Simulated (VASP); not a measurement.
# Hf (Fm-3m) in VASP: a series of runs

One crystal, Hf, is run at these levels: PBEsol; tasks: single point.

Everything below comes from runs of VASP 6.6.1. Logs are shortened: lines on timing, memory, paths and dates and some standing lists are left out, and cuts for length are marked.

## Step 1: The cell of the first run

Symmetry: Fm-3m, No. 225, cubic system. Conventional cell: a = 4.539 Å, b = 4.539 Å, c = 4.539 Å, α = 90.00°, β = 90.00°, γ = 90.00°. Hf (site symmetry m-3m) is surrounded by 12 Hf at 3.21 Å.

This isn't the form of Hf at room conditions, which is hcp.

## Step 2: Single point, PBEsol (Ir replaced by Hf, lengths x 1.145, strained and moved within the space group)

INCAR

```
ALGO = Normal ; EDIFF = 1E-6
ENCUT = 520 ; GGA = PS
ISIF = 2 ; ISMEAR = 0
LASPH = T ; LCHARG = T
LELF = T ; LREAL = F
LVHAR = T ; LWAVE = F
NBANDS = 11 ; NELM = 60
PREC = Accurate ; SIGMA = 0.1
```

KPOINTS

```
k-points
0
Gamma
  16 16 16
```

POSCAR

```
Hf
1.0
    0.0000000000      2.2697177573      2.2697177573
    2.2697177573      0.0000000000      2.2697177573
    2.2697177573      2.2697177573      0.0000000000
Hf
1
Direct
    0.0000000000      0.0000000000      0.0000000000
```

Potentials or basis: VASP PAW PBE potentials, release 64 (Hf_pv).

On the command line:

```bash
cat potpaw_PBE.64/Hf_pv/POTCAR > POTCAR
mpirun -np 1 vasp_std > vasp.out
```

OUTCAR:

```text
EDIFF = 1E-6
   ENCUT = 520
   GGA = PS
   ISIF = 2
   ISMEAR = 0
   LASPH = T
   LREAL = F
   NELM = 60
   PREC = Accurate

 ion  position               nearest neighbor table
   1  0.000  0.000  0.000-

  LATTYP: Found a face centered cubic cell.
 ALAT       =     4.5394355146

  Lattice vectors:

 A1 = (   0.0000000000,   2.2697177573,   2.2697177573)
 A2 = (   2.2697177573,   0.0000000000,   2.2697177573)
 A3 = (   2.2697177573,   2.2697177573,   0.0000000000)

Analysis of symmetry for initial positions (statically):
=====================================================================
 Subroutine PRICEL returns:
 Original cell was already a primitive cell.

 Routine SETGRP: Setting up the symmetry group for a
 face centered cubic supercell.

 Subroutine GETGRP returns: Found 48 space group operations
 (whereof 48 operations were pure point group operations)
 out of a pool of 48 trial point group operations.

The static configuration has the point symmetry O_h .

Analysis of symmetry for dynamics (positions and initial velocities):
=====================================================================
 Subroutine PRICEL returns:
 Original cell was already a primitive cell.

 Routine SETGRP: Setting up the symmetry group for a
 face centered cubic supercell.

 Subroutine GETGRP returns: Found 48 space group operations
 (whereof 48 operations were pure point group operations)
 out of a pool of 48 trial point group operations.

The dynamic configuration has the point symmetry O_h .

 Subroutine INISYM returns: Found 48 space group operations
 (whereof 48 operations are pure point group operations),
 and found     1 'primitive' translations

----------------------------------------------------------------------------------------

                                     Primitive cell

  volume of cell :      23.3854

  direct lattice vectors                    reciprocal lattice vectors
     0.000000000  2.269717757  2.269717757    -0.220291707  0.220291707  0.220291707
     2.269717757  0.000000000  2.269717757     0.220291707 -0.220291707  0.220291707
     2.269717757  2.269717757  0.000000000     0.220291707  0.220291707 -0.220291707

  length of vectors
     3.209865635  3.209865635  3.209865635     0.381556430  0.381556430  0.381556430

  position of ions in fractional coordinates (direct lattice)
     0.000000000  0.000000000  0.000000000

  ion indices of the primitive-cell ions
   primitive index   ion index
                 1           1

----------------------------------------------------------------------------------------

 KPOINTS: k-points

Automatic generation of k-mesh.
 Grid dimensions read from file:
 generate k-points for:   16   16   16

 Generating k-lattice:

  Cartesian coordinates                     Fractional coordinates (reciprocal lattice)
    -0.013768232  0.013768232  0.013768232     0.062500000  0.000000000  0.000000000
     0.013768232 -0.013768232  0.013768232     0.000000000  0.062500000  0.000000000
     0.013768232  0.013768232 -0.013768232     0.000000000  0.000000000  0.062500000

  Length of vectors
     0.023847277  0.023847277  0.023847277

  Shift w.r.t. Gamma in fractional coordinates (k-lattice)
     0.000000000  0.000000000  0.000000000

 Subroutine IBZKPT returns following result:
 ===========================================

 Found    145 irreducible k-points:

 Following reciprocal coordinates:
            Coordinates               Weight
  0.000000  0.000000  0.000000      1.000000
  0.062500  0.000000  0.000000      8.000000
  0.125000  0.000000  0.000000      8.000000
  0.187500  0.000000  0.000000      8.000000
  0.250000  0.000000  0.000000      8.000000
  0.312500  0.000000  0.000000      8.000000
[... 16 lines left out ...]
 -0.125000  0.062500  0.000000     24.000000
 -0.062500  0.062500  0.000000     12.000000
 [... further k-points ...]
   k-points           NKPTS =    145   k-points in BZ     NKDIM =    145   number of bands    NBANDS=     11
   number of dos      NEDOS =    301   number of ions     NIONS =      1
   total plane-waves  NPLWV =  13824
   dimension x,y,z NGX =    24 NGY =   24 NGZ =   24
   dimension x,y,z NGXF=    48 NGYF=   48 NGZF=   48
   ions per type =               1
   NGX,Y,Z   is equivalent  to a cutoff of  12.43, 12.43, 12.43 a.u.
   NGXF,Y,Z  is equivalent  to a cutoff of  24.86, 24.86, 24.86 a.u.
 SYSTEM =  unknown system
   PREC   = accura    normal or accurate (medium, high low for compatibility)
   ISTART =      0    job   : 0-new  1-cont  2-samecut
   ICHARG =      2    charge: 1-file 2-atom 10-const
   ISPIN  =      1    spin polarized calculation?
   LNONCOLLINEAR =      F non collinear calculations
   LSORBIT =      F    spin-orbit coupling
   LASPH  =      T    aspherical Exc in radial PAW
   ENCUT  =  520.0 eV  38.22 Ry    6.18 a.u.   5.97  5.97  5.97*2*pi/ulx,y,z
   NELM   =     60;   NELMIN=  2; NELMDL= -5     # of ELM steps
   EDIFF  = 0.1E-05   stopping-criterion for ELM
   LREAL  =      F    real-space projection
   EDIFFG = 0.1E-04   stopping-criterion for IOM
   NSW    =      0    number of steps for IOM
   IBRION =     -1    ionic relax: 0-MD 1-quasi-New 2-CG
   NFREE  =      0    steps in history (QN), initial steepest desc. (CG)
   ISIF   =      2    stress and relaxation
   ISYM   =      2    0-nonsym 1-usesym 2-fastsym
   POTIM  = 0.5000    time-step for ionic-motion
   TEBEG  =    0.0;   TEEND  =   0.0 temperature during run
   PSTRESS=    0.0 pullay stress
   NELECT =      10.0000    total number of electrons
   NUPDOWN=      -1.0000    fix difference up-down
   EMIN   =  10.00;   EMAX   =-10.00  energy-range for DOS
   EFERMI =   0.00;   METHOD = LEGACY
   ISMEAR =     0;   SIGMA  =   0.10  broadening in eV -4-tet -1-fermi 0-gaus
   EFERMI_NEDOS =   21; number of points for ismear=-14 and -15
   IALGO  =     38    algorithm
   IMIX   =      4    mixing-type and parameters
     AMIX     =   0.40;   BMIX     =  1.00
     AMIX_MAG =   1.60;   BMIX_MAG =  1.00
  volume/ion in A,a.u.               =      23.39       157.81
  Fermi-wavevector in a.u.,A,eV,Ry     =   1.233369  2.330729 20.697165  1.521199
  Thomas-Fermi vector in A             =   2.368102
   LORBIT       =      0    0 simple, 1 ext, 2 COOP (PROOUT), +10 PAW based schemes
   GGA     = PS    functional components
   LHFCALC =     F    Hartree Fock is set to
   AEXX    =    0.0000 exact exchange contribution
   IVDW    =     0    specifies the selected vdW correction
   LEPSILON=     F    determine dielectric tensor
   LRPA    =     F    only Hartree local field effects (RPA)
 non-spin polarized calculation
 Gauss-broadening in eV      SIGMA  =   0.10
  energy-cutoff  :      520.00
  volume of cell :       23.39
 maximum number of plane-waves:       642
   NGX = 11   NGY = 11   NGZ = 11

 number of electron      10.0000000 magnetization

 Free energy of the ion-electron system (eV)
  ---------------------------------------------------
  ext. energy  EPLUGINS =         0.00000000
  ---------------------------------------------------
  free energy    TOTEN  =       -10.38576232 eV

  energy without entropy =      -10.37591436  energy(sigma->0) =      -10.38083834

 E-fermi :   4.2833     XC(G=0): -11.1928

 val. band max:        4.2804745514   @ k =   0.1875   0.1875   0.0000
 cond. band min:       4.2833889115   @ k =  -0.2500   0.0625   0.0000
 fundamental gap:      0.0029143601
 Fermi energy:         4.2833308175

 k-point     1 :       0.0000    0.0000    0.0000
  band No.  band energies     occupation
      1     -25.8498      2.00000
      2     -25.8498      2.00000
      3     -25.8498      2.00000
      4      -2.7804      2.00000
      5       5.6482      0.00000
      6       5.6482      0.00000
      7       5.6482      0.00000
      8       8.2736      0.00000
      9       8.2736      0.00000
     10      15.5048      0.00000
     11      17.1662      0.00000

 k-point     2 :       0.0625    0.0000    0.0000
  band No.  band energies     occupation
      1     -25.8781      2.00000
      2     -25.8535      2.00000
      3     -25.8535      2.00000
      4      -2.6502      2.00000
      5       5.5159      0.00000
      6       5.7110      0.00000
      7       5.7110      0.00000
      8       8.2063      0.00000
      9       8.2063      0.00000
     10      15.7955      0.00000
     11      17.1653      0.00000

 k-point     3 :       0.1250    0.0000    0.0000
  band No.  band energies     occupation
      1     -25.9579      2.00000
      2     -25.8638      2.00000
      3     -25.8638      2.00000
      4      -2.2725      2.00000
      5       5.1795      0.00000
      6       5.8673      0.00000
      7       5.8673      0.00000
      8       8.0661      0.00000
      9       8.0661      0.00000
     10      16.5182      0.00000
     11      17.1603      0.00000

 k-point     4 :       0.1875    0.0000    0.0000
  band No.  band energies     occupation
      1     -26.0753      2.00000
      2     -25.8793      2.00000
      3     -25.8793      2.00000
      4      -1.6876      2.00000
      5       4.7709      0.00000
      6       6.0060      0.00000
      7       6.0060      0.00000
      8       8.0269      0.00000
      9       8.0269      0.00000
     10      16.3460      0.00000
     11      17.1691      0.00000
[... 239 lines left out ...]
 k-point    22 :      -0.1875    0.0625    0.0000
  band No.  band energies     occupation
      1     -26.1252      2.00000
      2     -25.9114      2.00000
      3     -25.8778      2.00000
      4      -1.3522      2.00000
      5       4.5699      0.00005
      6       5.9637      0.00000
      7       6.1391      0.00000
      8       7.6236      0.00000
      9       8.4993      0.00000
     10      16.2630      0.00000
     11      17.1713      0.00000

 k-point    23 :      -0.1250    0.0625    0.0000
  band No.  band energies     occupation
      1     -26.0051      2.00000
      2     -25.8901      2.00000
      3     -25.8633      2.00000
      4      -1.9883      2.00000
      5       4.9505      0.00000
      6       5.9459      0.00000
      7       6.0014      0.00000
      8       7.6892      0.00000
      9       8.3014      0.00000
     10      16.9565      0.00000
     11      17.1624      0.00000

 k-point    24 :      -0.0625    0.0625    0.0000
  band No.  band energies     occupation
      1     -25.9177      2.00000
      2     -25.8697      2.00000
      3     -25.8548      2.00000
      4      -2.4372      2.00000
      5       5.3073      0.00000
      6       5.8076      0.00000
      7       5.8191      0.00000
      8       7.9567      0.00000
      9       8.2657      0.00000
     10      16.2501      0.00000
     11      17.1635      0.00000

 [... further k-points ...]

------------------------ aborting loop because EDIFF is reached ----------------------------------------

  FORCE on cell =-STRESS in cart. coord.  units (eV):
  Direction    XX          YY          ZZ          XY          YZ          ZX
  --------------------------------------------------------------------------------------
  -------------------------------------------------------------------------------------
  Total       -1.1629254     -1.1629254     -1.1629254     -0.0000000      0.0000000      0.0000000
  in kB      -79.6740482    -79.6740482    -79.6740482     -0.0000000      0.0000000      0.0000000
  external PRESSURE =     -79.6740482 kB  Pullay stress =       0.0000000 kB

 VOLUME and BASIS-vectors are now :
 -----------------------------------------------------------------------------
  energy-cutoff  :      520.00
  volume of cell :       23.39
      direct lattice vectors                 reciprocal lattice vectors
     0.000000000  2.269717757  2.269717757    -0.220291707  0.220291707  0.220291707
     2.269717757  0.000000000  2.269717757     0.220291707 -0.220291707  0.220291707
     2.269717757  2.269717757  0.000000000     0.220291707  0.220291707 -0.220291707

 POSITION                                       TOTAL-FORCE (eV/Angst)
 -----------------------------------------------------------------------------------
      0.00000      0.00000      0.00000         0.000000      0.000000      0.000000
 -----------------------------------------------------------------------------------
    total drift:                                0.000000     -0.000000     -0.000000

  FREE ENERGIE OF THE ION-ELECTRON SYSTEM (eV)
  ---------------------------------------------------
  free  energy   TOTEN  =       -10.3857623236 eV

  energy  without entropy=      -10.3759143618  energy(sigma->0) =      -10.38083834
```

Run time: 14 s. Hardware: 1 thread of Intel Xeon Platinum 8559C (Emerald Rapids), shared host; peak memory 0.16 GiB.

What came out:

* Free energy: -10.3858 eV
* Pressure: -8.0 GPa
* Band gap on the k mesh: none (metal or under the smearing width)

Caveat: the PAW data sets were made with another functional, which shifts forces and pressure a little. Spin-orbit coupling is left out, which matters for the levels of Hf.

## Step 3: Single point, PBEsol (Ir replaced by Hf, lengths x 1.145, strained and moved within the space group)

INCAR

```
SYSTEM = Hf
PREC = Accurate
ENCUT = 520
EDIFF = 1E-6
ISMEAR = 0
SIGMA = 0.1
LREAL = .False.
LASPH = .True.
NELM = 100
ALGO = Normal
ISIF = 2
LWAVE = .False.
LCHARG = .True.
GGA = PS
LELF = .True.
LVHAR = .True.
NBANDS = 11
```

KPOINTS

```
Automatic mesh
0
Gamma
  16 16 16
  0 0 0
```

POSCAR

```
Hf
1.0
    0.0000000000      2.1365087124      2.1365087124
    2.1365087124      0.0000000000      2.1365087124
    2.1365087124      2.1365087124      0.0000000000
Hf
1
Direct
    0.0000000000      0.0000000000      0.0000000000
```

Potentials or basis: VASP PAW PBE potentials, release 64 (Hf_pv).

On the command line:

```bash
cat potpaw_PBE.64/Hf_pv/POTCAR > POTCAR
mpirun -np 1 vasp_std > vasp.out
```

It took 13 s on 1 thread of Intel Xeon Platinum 8559C (Emerald Rapids), shared host; peak memory 0.16 GiB.

The run converged. Its results:

```
Free energy            : -10.3649 eV
Pressure               : 12.4 GPa
Band gap on the k mesh : none (metal or under the smearing width)
```

Levels at points of the mesh, in eV from the Fermi level:
| k point | band 2 | band 3 | band 4 | band 5 | band 6 | band 7 | band 8 | band 9 |
| --- | --- | --- | --- | --- | --- | --- | --- | --- |
| (0.00, 0.00, 0.00) | -29.48 | -29.48 | -7.69 | 1.41 | 1.41 | 1.41 | 4.72 | 4.72 |
| (0.50, 0.00, 0.00) | -29.64 | -29.64 | -4.09 | 1.12 | 1.12 | 1.13 | 7.29 | 7.29 |
| (0.50, 0.50, 0.00) | -29.93 | -29.93 | -3.90 | -2.70 | 3.37 | 7.31 | 8.07 | 8.07 |

Caveat: the PAW data sets were made with another functional, which shifts forces and pressure a little.
